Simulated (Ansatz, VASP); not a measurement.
## Si in VASP and in Ansatz

The input INCAR:

```
SYSTEM = Si
PREC = Accurate ; ENCUT = 520
EDIFF = 1E-6 ; ISMEAR = -1
SIGMA = 0.05 ; LREAL = .FALSE.
LASPH = .TRUE. ; NELM = 100
ALGO = Normal ; ISIF = 2
LWAVE = .FALSE. ; LCHARG = .TRUE.
METAGGA = R2SCAN ; LMIXTAU = .TRUE.
LELF = .TRUE. ; LVHAR = .TRUE.
NBANDS = 11
```

KPOINTS

```
Automatic mesh
0
G
  8 8 10
  0 0 0
```

File POSCAR:

```
Si
1.0
    4.1209500000      0.0000000000      0.0000000000
   -2.0604700000      3.5688500000      0.0000000000
    0.0000000000      0.0000000000      2.6547900000
Si
2
Direct
    0.3333300000      0.6666700000      0.5000000000
    0.6666700000      0.3333300000      0.5000000000
```

The input input.yaml:

```yaml
crystal:
  lattice:
    - [4.12095, 0.0, 0.0]
    - [-2.06047, 3.56885, 0.0]
    - [0.0, 0.0, 2.65479]
  atoms:
    - { symbol: Si, position: [0.33333, 0.66667, 0.5] }
    - { symbol: Si, position: [0.66667, 0.33333, 0.5] }
hamiltonian:
  xc: r2scan
  pseudopotentials: { kind: paw }
kpoints:
  mp_grid: { grid: [8, 8, 10] }
  band_path:
    path:
      - [[0.0, 0.0, 0.0], [0.5, 0.0, 0.0], [0.3333333333, 0.3333333333, 0.0], [0.0, 0.0, 0.0], [0.0, 0.0, 0.5], [0.5, 0.0, 0.5], [0.3333333333, 0.3333333333, 0.5], [0.0, 0.0, 0.5]]
      - [[0.5, 0.0, 0.5], [0.5, 0.0, 0.0]]
      - [[0.3333333333, 0.3333333333, 0.0], [0.3333333333, 0.3333333333, 0.5]]
    npoints: 14
scf:
  occupations: { method: fermi_dirac, width: 0.05 }
  n_extra_bands: 6
output:
  forces: true
  stress: true
  eigenvalues: true
  fatbands: false
```

The cell was built by a generator and needn't be a form met in nature.

Alike in both runs: functional r2SCAN; k mesh 8 × 8 × 10; occupations fermi-dirac, width 0.05 eV; no spin polarisation.

|  | VASP | Ansatz |
| --- | --- | --- |
| version | VASP 6.6.1 | Ansatz 0.2.0 |
| potentials or method | VASP PAW PBE potentials, release 64 (Si) | Ansatz PAW |
| plane-wave cutoff (eV) | 520 | 500 |
| valence electrons in the cell | 8 | 8 |
| task | single point | band structure |

|  | VASP | Ansatz | Ansatz less VASP |
| --- | --- | --- | --- |
| gap on the k mesh at the Fermi level (eV) | none | none | - |
| pressure (GPa) | -1.2 | -1.1 | +0.13 |
| largest component of the traceless stress (GPa) | 0.41 | 0.32 | -0.095 |

A gap of «none» marks a metal or a gap that the smearing closes.

Caveats: the PAW data sets were made with another functional, which shifts forces and pressure a little (VASP); the PAW data sets come from PBE, with cores solved anew for the run's functional, which leaves a small shift of forces and pressure (Ansatz).
